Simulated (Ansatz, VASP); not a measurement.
## Two plane-wave programs on C

Contents of POSCAR:

```
C
1.0
    0.0000000000      2.0950950000      3.4484400000
    1.2095800000      0.0000000000      3.4484400000
    1.2095800000      2.0950950000      0.0000000000
C
2
Direct
    0.1666700000      0.8333300000      0.1666700000
    0.8333300000      0.1666700000      0.8333300000
```

The input INCAR.step1:

```
ALGO = Normal ; EDIFF = 1E-4
ENCUT = 520 ; GGA = PE
ISMEAR = 0 ; LASPH = T
LCHARG = F ; LREAL = F
LWAVE = T ; NBANDS = 11
NELM = 100 ; PREC = Accurate
SIGMA = 0.05
```

The input INCAR.step2:

```
ALGO = Normal ; EDIFF = 1E-7
ENCUT = 520 ; ISIF = 2
ISMEAR = 0 ; ISTART = 1
LASPH = T ; LCHARG = F
LMIXTAU = T ; LREAL = F
LWAVE = F ; METAGGA = R2SCAN
NBANDS = 11 ; NELM = 100
PREC = Accurate ; SIGMA = 0.05
```

File KPOINTS:

```
k-points
0
Gamma
  14 14 14
```

Input for Ansatz:

```yaml
crystal:
  lattice:
    - [0.0, 2.095095, 3.44844]
    - [1.20958, 0.0, 3.44844]
    - [1.20958, 2.095095, 0.0]
  atoms:
    - { symbol: C, position: [0.16667, 0.83333, 0.16667] }
    - { symbol: C, position: [0.83333, 0.16667, 0.83333] }
basis:
  ecutwfc: 500
kpoints:
  mp_grid: { grid: [14, 14, 14] }
hamiltonian:
  xc: r2scan
scf:
  occupations: { method: gaussian, width: 0.05 }
output:
  forces: true
  stress: true
  eigenvalues: true
```

Change from the starting cell: strain -0.015 along x and y, +0.030 along z, atoms carried along.

Alike in both runs: task single point; functional r2SCAN; k mesh 14 × 14 × 14; occupations gaussian, width 0.05 eV; no spin polarisation.

|  | VASP | Ansatz |
| --- | --- | --- |
| version | VASP 6.6.1 | Ansatz 0.2.0 |
| potentials or method | VASP PAW PBE potentials, release 64 (C) | scalar-relativistic, plane waves, PAW |
| plane-wave cutoff (eV) | 520 | 500 |
| valence electrons in the cell | 8 | 8 |

VASP gave:

* gap on the k mesh at the Fermi level (eV): 0.57
* least direct gap on the mesh (eV): 0.69
* pressure (GPa): 14.3
* largest component of the traceless stress (GPa): 13.59
* rms of the force components (eV/Å): 0.012

Estimate Ansatz's values.

gap on the k mesh at the Fermi level (eV): 0.57; least direct gap on the mesh (eV): 0.68; pressure (GPa): 13.6; largest component of the traceless stress (GPa): 12.79; rms of the force components (eV/Å): 0.012.

Atom by atom the forces differ by 0.000 eV/Å (rms over components).

Caveats: the PAW data sets were made with another functional, which shifts forces and pressure a little (VASP). A k mesh can miss the band edges.
